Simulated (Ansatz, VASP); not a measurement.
Given: the input of a run of VASP 6.6.1 on Cd.

File INCAR:

```
PREC     = Accurate       # precision mode
ENCUT    = 520            # plane-wave cutoff, eV
EDIFF    = 1E-7           # SCF threshold, eV
ISMEAR   = -1             # smearing method
SIGMA    = 0.05           # smearing width, eV
LREAL    = False          # projectors in reciprocal space
LASPH    = True           # aspherical terms in the spheres
NELM     = 60             # most SCF steps
ALGO     = Fast           # electronic algorithm
ISIF     = 2              # what is computed and relaxed
LWAVE    = False          # write WAVECAR
LCHARG   = True           # write CHGCAR
GGA      = PS             # functional
LELF     = True           # ELF
LVHAR    = True         
NBANDS   = 19             # bands
```

The input KPOINTS:

```
Automatic mesh
0
Gamma
  10 10 5
```

Contents of POSCAR:

```
Cd
1.0
    2.9788700000      0.0000000000      0.0000000000
   -1.4894350000      2.5797770946      0.0000000000
    0.0000000000      0.0000000000      5.6176500000
Cd
2
Direct
    0.6558780000      0.3294790000      0.7612670000
    0.3121480000      0.6811190000      0.2579970000
```

Potentials or basis: VASP PAW PBE potentials, release 64 (Cd).

Command:

```bash
$ cat potpaw_PBE.64/Cd/POTCAR > POTCAR
$ mpirun -np 1 vasp_std > vasp.out
```

Q: Translate it to Ansatz 0.2.0. Potentials there: Ansatz PAW.

A: As run (the cutoff follows the program's own potentials):

Contents of input.yaml:

```yaml
crystal:
  lattice:
    - [2.97887, 0.0, 0.0]
    - [-1.489435, 2.5797770946, 0.0]
    - [0.0, 0.0, 5.61765]
  atoms:
    - { symbol: Cd, position: [0.655878, 0.329479, 0.761267] }
    - { symbol: Cd, position: [0.312148, 0.681119, 0.257997] }
hamiltonian:
  xc: pbesol
  pseudopotentials: { kind: paw }
kpoints:
  mp_grid: { grid: [10, 10, 5] }
scf:
  occupations: { method: fermi_dirac, width: 0.05 }
output:
  forces: true
  stress: true
  eigenvalues: true
```

Potentials or basis: Ansatz PAW.

Command:

```console
$ ansatz run input.yaml --threads 1 --pin off --max-ram 3584MiB --backend cpu --events-out ev --progress --plain --runs-dir out
```

Both were run:

|  | VASP | Ansatz | Ansatz less VASP |
| --- | --- | --- | --- |
| gap on the k mesh at the Fermi level (eV) | none | none | - |
| pressure (GPa) | -1.2 | -1.6 | -0.37 |
| largest component of the traceless stress (GPa) | 0.54 | 0.40 | -0.138 |
| rms of the force components (eV/Å) | 0.020 | 0.019 | -0.0007 |

Atom by atom the forces differ by 0.001 eV/Å (rms over components). A gap of «none» marks a metal or a gap that the smearing closes. The functional is the same, so the differences come from potentials, cutoffs and numerics. The two sets of potentials don't hold the same shells in valence.

Caveats: the PAW data sets were made with another functional, which shifts forces and pressure a little (VASP); the PAW data sets come from PBE, with cores solved anew for the run's functional, which leaves a small shift of forces and pressure (Ansatz).
